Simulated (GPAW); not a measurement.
# Full monolayers on Ti(0001): dipole and work function

One adsorbate to each surface atom of Ti(0001). How do the overlayers move the work function, and does the slab's dipole account for it?

**Method.** GPAW 26.7.0, plane waves with PAW setups, PBE; 4 layers of Ti at the tabulated lattice constant, the lower ones held, adsorbate and upper ones relaxed in a 1×1 cell of 7.537 Å², a dipole layer in the vacuum. The dipole counts positive along the outward normal of the covered face; e/ε0 = 180.95 V Å.

The runs, one held back:

| adsorbate | height (Å) | dipole (e Å) | bare face (eV) | covered face (eV) |
| --- | --- | --- | --- | --- |
| C | 1.97 | −0.1114 | 4.43 | 7.11 |
| S | 1.62 | −0.0591 | 4.43 | 5.85 |
| B | 1.49 | −0.0370 | 4.40 | 5.29 |
| O | 0.87 | −0.0278 | 4.43 | 5.08 |
| Si | 2.18 | −0.0275 | 4.41 | 5.07 |
| H | 1.01 | −0.0003 | 4.40 | 4.41 |
| Cl | 1.73 | 0.0032 | 4.41 | 4.33 |
| Mg | 2.67 | 0.0092 | 4.42 | 4.20 |
| Li | 2.44 | 0.0485 | 4.42 | 3.25 |
| OH | 1.28 | 0.1009 | 4.40 | ? |

Q: What is the work function of the face covered with OH?

A: A layer of dipoles p on area A makes a potential step of −e p/(ε0 A), so the covered face lies below the bare one by 180.95 × 0.1009 / 7.537 = 2.42 eV, which gives 4.40 − 2.42 = 1.98 eV; the run gives 1.98 eV. Over the whole set the covered face runs from 7.11 eV (C) to 1.98 eV (OH), while the bare lower face stays between 4.40 and 4.43 eV. Among the 9 single atoms electronegativity alone doesn't order the step (r = 0.47); OH stands apart, since a molecule brings its own dipole. The agreement is built in: with a dipole layer the step equals the dipole term up to numerical noise, so it checks the arithmetic, not the physics.

**Limits.** One starting site was tried for each adsorbate, and a full monolayer is often more than a real surface holds. 4 layers are thin, so the bare face feels the overlayer. No run was spin-polarised, so magnetic states weren't tested.
